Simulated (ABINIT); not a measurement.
# Pd (Fm-3m) in ABINIT: equation of state

How stiff is Pd in PBEsol, and what volume does it want? The cell is scaled to several volumes.

Everything below comes from runs of ABINIT 10.8.3 (patched build). Logs are shortened: lines on timing, memory, paths and dates and some standing lists are left out, and cuts for length are marked. The log counts tension as positive stress, the text compression.

**1. Starting point**

Symmetry: Fm-3m, No. 225, cubic system. The conventional cell has a = 3.893 Å, b = 3.893 Å, c = 3.893 Å, α = 90.00°, β = 90.00°, γ = 90.00°. Pd (site symmetry m-3m) has 12 Pd at 2.75 Å as nearest neighbours.

**2. Equation of state, PBEsol**

The input, run.abi:

```
# Datasets: one volume each
ndtset 7
getwfk -1
scalecart1 3*0.9795861087
scalecart2 3*0.9864848297
scalecart3 3*0.9932883884
scalecart4 3*1.0000000000
scalecart5 3*1.0066227096
scalecart6 3*1.0131594038
scalecart7 3*1.0196128224

# Pseudopotentials
pp_dirpath "./"
pseudos "Pd.upf"

# Structure
acell 3*1.0
rprim
     0.0000000000     3.6783519016     3.6783519016
     3.6783519016     0.0000000000     3.6783519016
     3.6783519016     3.6783519016     0.0000000000
ntypat 1
znucl 46
natom 1
typat 1
xred
     0.0000000000     0.0000000000     0.0000000000

# Plane-wave basis
ecut 1115.666836 eV

# k points
kptopt 1
ngkpt 12 12 12
nshiftk 1
shiftk 0.0 0.0 0.0

# Exchange and correlation
ixc -116133

# Bands and occupations
nband 13
occopt 3
tsmear 0.05 eV

# SCF cycle
nstep 100
tolvrs 1.0e-10

# Output
iomode 3
prtwf 1
prtden 0
prteig 0
prtebands 0
```

Potentials or basis: PseudoDojo NC SR PBEsol v0.4.1 standard.

Launch:

```sh
$ abinit run.abi > log 2>&1
```

run.abo:

```text
.Version 10.8.3 of ABINIT
 DATASET    1 : space group Fm -3 m (#225); Bravais cF (face-center cubic)
================================================================================
 Values of the parameters that define the memory need for DATASET  1.
     intxc =       0    ionmov =       0      iscf =       7    lmnmax =       6
     lnmax =       6     mgfft =      30  mpssoang =       3    mqgrid =    3001
     natom =       1  nloc_mem =       1    nspden =       1   nspinor =       1
    nsppol =       1      nsym =      48    n1xccc =    2501    ntypat =       1
    occopt =       3   xclevel =       2
       mpw =        1209          nfft =       27000          nkpt =          72
================================================================================
================================================================================
[... 61 lines left out ...]
 DATASET    7 : space group Fm -3 m (#225); Bravais cF (face-center cubic)
================================================================================
 Values of the parameters that define the memory need for DATASET  7.
     intxc =       0    ionmov =       0      iscf =       7    lmnmax =       6
     lnmax =       6     mgfft =      32  mpssoang =       3    mqgrid =    3001
     natom =       1  nloc_mem =       1    nspden =       1   nspinor =       1
    nsppol =       1      nsym =      48    n1xccc =    2501    ntypat =       1
    occopt =       3   xclevel =       2
       mpw =        1341          nfft =       32768          nkpt =          72
================================================================================
================================================================================

--------------------------------------------------------------------------------
------------- Echo of variables that govern the present computation ------------
--------------------------------------------------------------------------------
 -outvars: echo values of preprocessed input variables --------
            acell      1.0000000000E+00  1.0000000000E+00  1.0000000000E+00 Bohr
              amu      1.06420000E+02
             ecut      4.10000000E+01 Hartree
           getwfk          -1
                       outvar_i_n : Printing only first  50 k-points.
              ixc     -116133
           jdtset        1    2    3    4    5    6    7
                       outvar_i_n : Printing only first  50 k-points.
         kptrlatt       12    0    0      0   12    0      0    0   12
          kptrlen1     6.11493911E+01
          kptrlen2     6.15800348E+01
          kptrlen3     6.20047381E+01
          kptrlen4     6.24237018E+01
          kptrlen5     6.28371158E+01
          kptrlen6     6.32451605E+01
          kptrlen7     6.36480067E+01
            natom           1
            nband          13
           ndtset           7
            ngfft1         30      30      30
            ngfft2         30      30      30
            ngfft3         30      30      30
            ngfft4         30      30      30
            ngfft5         32      32      32
            ngfft6         32      32      32
            ngfft7         32      32      32
             nkpt          72
            nstep         100
             nsym          48
           ntypat           1
                       prtocc : prtvol=0, do not print more k-points.
           occopt           3
           prtden           0
        prtebands           0
           prteig           0
            rprim1     0.0000000000E+00  3.6032624257E+00  3.6032624257E+00
                       3.6032624257E+00  0.0000000000E+00  3.6032624257E+00
                       3.6032624257E+00  3.6032624257E+00  0.0000000000E+00
            rprim2     0.0000000000E+00  3.6286383492E+00  3.6286383492E+00
                       3.6286383492E+00  0.0000000000E+00  3.6286383492E+00
                       3.6286383492E+00  3.6286383492E+00  0.0000000000E+00
            rprim3     0.0000000000E+00  3.6536642323E+00  3.6536642323E+00
                       3.6536642323E+00  0.0000000000E+00  3.6536642323E+00
                       3.6536642323E+00  3.6536642323E+00  0.0000000000E+00
            rprim4     0.0000000000E+00  3.6783519016E+00  3.6783519016E+00
                       3.6783519016E+00  0.0000000000E+00  3.6783519016E+00
                       3.6783519016E+00  3.6783519016E+00  0.0000000000E+00
            rprim5     0.0000000000E+00  3.7027125581E+00  3.7027125581E+00
                       3.7027125581E+00  0.0000000000E+00  3.7027125581E+00
                       3.7027125581E+00  3.7027125581E+00  0.0000000000E+00
            rprim6     0.0000000000E+00  3.7267568196E+00  3.7267568196E+00
                       3.7267568196E+00  0.0000000000E+00  3.7267568196E+00
                       3.7267568196E+00  3.7267568196E+00  0.0000000000E+00
            rprim7     0.0000000000E+00  3.7504947642E+00  3.7504947642E+00
                       3.7504947642E+00  0.0000000000E+00  3.7504947642E+00
                       3.7504947642E+00  3.7504947642E+00  0.0000000000E+00
          spgroup         225
           tolvrs      1.00000000E-10
           tsmear      1.83746611E-03 Hartree
            typat      1
                       outvars : Printing only first  50 k-points.
            znucl       46.00000

================================================================================

 chkinp: Checking input parameters for consistency, jdtset=   1.

 chkinp: Checking input parameters for consistency, jdtset=   2.

 chkinp: Checking input parameters for consistency, jdtset=   3.

 chkinp: Checking input parameters for consistency, jdtset=   4.
[... 18 lines left out ...]
 Real(R)+Recip(G) space primitive vectors, cartesian coordinates (Bohr,Bohr^-1):
 R(1)=  0.0000000  3.6032624  3.6032624  G(1)= -0.1387631  0.1387631  0.1387631
 R(2)=  3.6032624  0.0000000  3.6032624  G(2)=  0.1387631 -0.1387631  0.1387631
 R(3)=  3.6032624  3.6032624  0.0000000  G(3)=  0.1387631  0.1387631 -0.1387631
 Unit cell volume ucvol=  9.3565916E+01 bohr^3
 Angles (23,13,12)=  6.00000000E+01  6.00000000E+01  6.00000000E+01 degrees

 getcut: wavevector=  0.0000  0.0000  0.0000  ngfft=  30  30  30
         ecut(hartree)=     41.000   => boxcut(ratio)=   2.04473

--- Pseudopotential description ------------------------------------------------
- pspini: atom type   1  psp file is ./Pd.upf
12 -116133 2 -1 1238                          pspcod,pspxc,lmax,lloc,mmax
     nproj     2     2     2

   4.71106934E+02                                ecore*ucvol(ha*bohr**3)
--------------------------------------------------------------------------------

================================================================================

--- !BeginCycle
iteration_state: {dtset: 1, }
solver: {iscf: 7, nstep: 100, nline: 4, wfoptalg: 0, }
tolerances: {tolvrs: 1.00E-10, }
...

     iter   Etot(hartree)      deltaE(h)  residm     vres2
 ETOT  1  -134.76800387786    -1.348E+02 1.655E-01 2.230E+02
 ETOT  2  -134.78262684883    -1.462E-02 2.008E-02 2.714E+02
 ETOT  3  -134.86157804552    -7.895E-02 2.698E-03 2.337E-01
 ETOT  4  -134.86164661917    -6.857E-05 2.890E-04 3.036E-03
 ETOT  5  -134.86164739340    -7.742E-07 7.843E-05 1.077E-04
 ETOT  6  -134.86164742484    -3.144E-08 1.301E-04 5.655E-08
 ETOT  7  -134.86164742484    -5.173E-12 3.436E-05 8.167E-10
 ETOT  8  -134.86164742484     5.400E-12 5.680E-05 1.195E-11
[... 925 lines left out ...]
 Cartesian components of stress tensor (hartree/bohr^3)
  sigma(1 1)=  4.20480389E-04  sigma(3 2)=  0.00000000E+00
  sigma(2 2)=  4.20480389E-04  sigma(3 1)=  0.00000000E+00
  sigma(3 3)=  4.20480389E-04  sigma(2 1)=  0.00000000E+00

-Cartesian components of stress tensor (GPa)         [Pressure= -1.2371E+01 GPa]
- sigma(1 1)=  1.23709601E+01  sigma(3 2)=  0.00000000E+00
- sigma(2 2)=  1.23709601E+01  sigma(3 1)=  0.00000000E+00
- sigma(3 3)=  1.23709601E+01  sigma(2 1)=  0.00000000E+00

== END DATASET(S) ==============================================================
================================================================================

 -outvars: echo values of variables after computation  --------
            acell      1.0000000000E+00  1.0000000000E+00  1.0000000000E+00 Bohr
           etotal1    -1.3486164742E+02
           etotal2    -1.3486220978E+02
           etotal3    -1.3486243590E+02
           etotal4    -1.3486236738E+02
           etotal5    -1.3486204199E+02
           etotal6    -1.3486149223E+02
           etotal7    -1.3486074646E+02
            fcart1    -0.0000000000E+00 -0.0000000000E+00 -0.0000000000E+00
            fcart2    -0.0000000000E+00 -0.0000000000E+00 -0.0000000000E+00
            fcart3    -0.0000000000E+00 -0.0000000000E+00 -0.0000000000E+00
            fcart4    -0.0000000000E+00 -0.0000000000E+00 -0.0000000000E+00
            fcart5    -0.0000000000E+00 -0.0000000000E+00 -0.0000000000E+00
            fcart6    -0.0000000000E+00 -0.0000000000E+00 -0.0000000000E+00
            fcart7    -0.0000000000E+00 -0.0000000000E+00 -0.0000000000E+00
            rprim1     0.0000000000E+00  3.6032624257E+00  3.6032624257E+00
                       3.6032624257E+00  0.0000000000E+00  3.6032624257E+00
                       3.6032624257E+00  3.6032624257E+00  0.0000000000E+00
            rprim2     0.0000000000E+00  3.6286383492E+00  3.6286383492E+00
                       3.6286383492E+00  0.0000000000E+00  3.6286383492E+00
                       3.6286383492E+00  3.6286383492E+00  0.0000000000E+00
            rprim3     0.0000000000E+00  3.6536642323E+00  3.6536642323E+00
                       3.6536642323E+00  0.0000000000E+00  3.6536642323E+00
[... 9 lines left out ...]
                       3.7267568196E+00  3.7267568196E+00  0.0000000000E+00
            rprim7     0.0000000000E+00  3.7504947642E+00  3.7504947642E+00
                       3.7504947642E+00  0.0000000000E+00  3.7504947642E+00
                       3.7504947642E+00  3.7504947642E+00  0.0000000000E+00
           strten1    -3.7343325809E-04 -3.7343325809E-04 -3.7343325809E-04
                       0.0000000000E+00  0.0000000000E+00  0.0000000000E+00
           strten2    -1.9329188131E-04 -1.9329188131E-04 -1.9329188131E-04
                       0.0000000000E+00  0.0000000000E+00  0.0000000000E+00
           strten3    -3.5366920652E-05 -3.5366920652E-05 -3.5366920652E-05
                       0.0000000000E+00  0.0000000000E+00  0.0000000000E+00
           strten4     1.0278175662E-04  1.0278175662E-04  1.0278175662E-04
                       0.0000000000E+00  0.0000000000E+00  0.0000000000E+00
           strten5     2.2330277377E-04  2.2330277377E-04  2.2330277377E-04
                       0.0000000000E+00  0.0000000000E+00  0.0000000000E+00
           strten6     3.2845938184E-04  3.2845938184E-04  3.2845938184E-04
                       0.0000000000E+00  0.0000000000E+00  0.0000000000E+00
           strten7     4.2048038852E-04  4.2048038852E-04  4.2048038852E-04
                       0.0000000000E+00  0.0000000000E+00  0.0000000000E+00
 Calculation completed.
```

It took 2.5 min on 1 thread of Arm Neoverse V2, shared host; peak memory 0.09 GiB.

Results:

| Item | Value |
| --- | --- |
| Equilibrium volume | 14.53 Å³/atom |
| Bulk modulus | 207 GPa |
| Pressure derivative of the bulk modulus | 5.6 |

Energy against volume, from the lowest point:
```tsv
volume (Å³/atom)	energy (meV/atom)
13.865	21.46
14.160	6.15
14.455	0.00
14.750	1.86
15.045	10.72
15.340	25.68
15.635	45.97
```

Caveat: pressures at fixed basis lie under the slope of the energies.
